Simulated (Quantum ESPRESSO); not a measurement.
# Sn under changes of volume

One of the cells (33.803 Å³/atom); the others are scaled copies at fixed shape and fractional positions:

```xyz
2
Lattice="0.0000 3.2333 3.2333 3.2333 0.0000 3.2333 3.2333 3.2333 0.0000" Properties=species:S:1:pos:R:3 pbc="T T T"
Sn    4.8500    4.8500    4.8500
Sn    3.2333    3.2333    3.2333
```

This isn't the form of Sn at room conditions, which is tetragonal (white tin).

```yaml
Program: Quantum ESPRESSO 7.5
Functional: PBE
Potentials_or_basis: SSSP 1.3 efficiency PBE
Cutoff: 816 eV
Density_cutoff: 6531 eV
k_mesh: 7 × 7 × 7
Occupations: fermi-dirac, width 0.05 eV
Spin: no spin polarisation
```

```csv
volume (Å³/atom),energy over the lowest point (meV/atom),pressure (GPa)
31.775,?,?
32.451,72.26,6.2
33.127,48.66,5.0
33.803,30.11,3.8
34.479,16.12,2.8
35.155,6.22,1.9
35.831,0.00,1.1
```

Task: What does the run at 31.775 Å³/atom give?

Result: Energy over the lowest point 101.50 meV/atom; pressure 7.6 GPa.

Worked out: A Birch-Murnaghan fit of order 3 (a polynomial in V^(-2/3)) to the other rows has its minimum at 36.82 Å³/atom, just outside them, with B0 = V·E''(V) = 37 GPa and B' = 4.7. It gives 101.50 meV/atom at 31.775 Å³/atom, against the run's 101.50, and -dE/dV = 7.6 GPa, against 7.6.

Energies are extrapolated to zero smearing.
